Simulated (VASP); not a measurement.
**Mo: elastic constants with r2SCAN**

Crystal: Mo.

```
CELL_PARAMETERS angstrom
-1.58381 1.58381 1.58381
1.58381 -1.58381 1.58381
1.58381 1.58381 -1.58381
ATOMIC_POSITIONS crystal
Mo 0.00000 0.00000 0.00000
```

- Program: VASP 6.6.1
- Task: elastic constants
- Functional: r2SCAN
- Potentials or basis: VASP PAW PBE potentials, release 64 (Mo_sv)
- Cutoff: 600 eV
- k mesh: 9 × 9 × 9
- Occupations: methfessel-paxton, width 0.1 eV
- Spin: no spin polarisation
- Ions in elastic constants: relaxed
- Further INCAR settings: ALGO = Normal; EDIFF = 1e-08; IBRION = 6; POTIM = 0.015; NSW = 1; ISIF = 3

| Property | Result |
| --- | --- |
| Relaxed volume | 15.67 Å³/atom |
| Relaxed cell | a = 2.730 Å, b = 2.730 Å, c = 2.730 Å, α = 109.47°, β = 109.47°, γ = 109.47° |
| Space group after relaxing (to 0.05 Å) | Im-3m (No. 229) |
| Elastic constants C11, C12, C44 | 455, 190, 82 GPa |
| Voigt bulk modulus | 278 GPa |

Step by step:
| step | energy change (eV) | largest force (eV/Å) | pressure (GPa) | volume (Å³) |
| --- | --- | --- | --- | --- |
| 1 | 0.0000 | 0.0000 | -3.77 | 15.89 |
| 2 | 0.0202 | 0.0000 | 12.21 | 15.05 |
| 3 | -0.0026 | 0.0000 | -0.05 | 15.67 |
| 4 | -0.0026 | 0.0000 | 0.02 | 15.67 |
| 5 | -0.0026 | 0.0000 | -0.06 | 15.67 |
| 6 | -0.0026 | 0.0000 | 0.01 | 15.67 |

Final structure:
```yaml
crystal:
  lattice:
    - [-1.57640, 1.57640, 1.57640]
    - [1.57640, -1.57640, 1.57640]
    - [1.57640, 1.57640, -1.57640]
  atoms:
    - { symbol: Mo, position: [0.00000, 0.00000, 0.00000] }
```

Elastic tensor in Voigt notation (GPa, in the Cartesian axes of the cell as first typed):
```
455 190 190   0   0   0
190 455 190   0   0   0
190 190 455   0   0   0
  0   0   0  82   0   0
  0   0   0   0  82   0
  0   0   0   0   0  82
```

Clamped-ion elastic tensor (GPa):
```
455 190 190   0   0   0
190 455 190   0   0   0
190 190 455   0   0   0
  0   0   0  82   0   0
  0   0   0   0  82   0
  0   0   0   0   0  82
```

It took 13 min on 1 thread of Intel(R) Xeon(R) 6975P-C (Granite Rapids), with other jobs on the host, peak memory 0.21 GiB.

Caveat: the PAW data sets were made with another functional, which shifts forces and pressure a little.
